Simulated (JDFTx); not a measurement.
Crystal: AlCo.

```xyz
2
Lattice="2.8194 0.0000 0.0000 0.0000 2.8194 0.0000 0.0000 0.0000 2.8194" Properties=species:S:1:pos:R:3 pbc="T T T"
Co    1.4097    1.4097    1.4097
Al    0.0000    0.0000    0.0000
```

The cell is a database's computed one.

* Program: JDFTx 1.7.0 (patched build)
* Task: relaxation of cell and atoms
* Functional: RPBE
* Potentials or basis: PseudoDojo-SR-PBE-0.5-standard with smoothed tails
* Cutoff: 1306 eV
* Density cutoff: 10449 eV
* k mesh: 4 × 4 × 4
* Occupations: fermi-dirac, width 0.05 eV
* Spin: collinear spin, ferromagnetic start
* Starting moments: [2.0, 0.0] μB

At the start: pressure 12.5 GPa; volume 11.21 Å³/atom.

**Question.** How do energy, volume and symmetry change on relaxing?

**Answer.** Over 6 steps the energy falls by 27.5 meV/atom and the volume is 11.95 Å³/atom (+6.6 %); space group Pm-3m (No. 221, to 0.05 Å); moment 0.47 μB per cell.

The path:
| step | energy change (eV) | largest force (eV/Å) | pressure (GPa) | volume (Å³) |
| --- | --- | --- | --- | --- |
| 1 | 0.0000 | 0.0000 | 12.50 | 22.41 |
| 2 | -0.0112 | 0.0000 | 11.04 | 22.56 |
| 3 | -0.0546 | 0.0000 | 0.86 | 23.78 |
| 4 | -0.0550 | 0.0000 | 0.10 | 23.88 |
| 5 | -0.0550 | 0.0000 | 0.00 | 23.89 |
| 6 | -0.0550 | 0.0000 | 0.00 | 23.89 |

Final structure:
```yaml
crystal:
  lattice:
    - [2.88025, 0.00000, 0.00000]
    - [0.00000, 2.88025, 0.00000]
    - [0.00000, 0.00000, 2.88025]
  atoms:
    - { symbol: Co, position: [0.50000, 0.50000, 0.50000] }
    - { symbol: Al, position: [0.00000, 0.00000, 0.00000] }
```

Caveat: the k mesh is coarse (spacing up to 0.56 Å⁻¹), so the values aren't converged; the plane waves are those of the starting cell, so after so large a change of volume the result is rough; the potentials were made for another functional, which shifts forces and pressure.
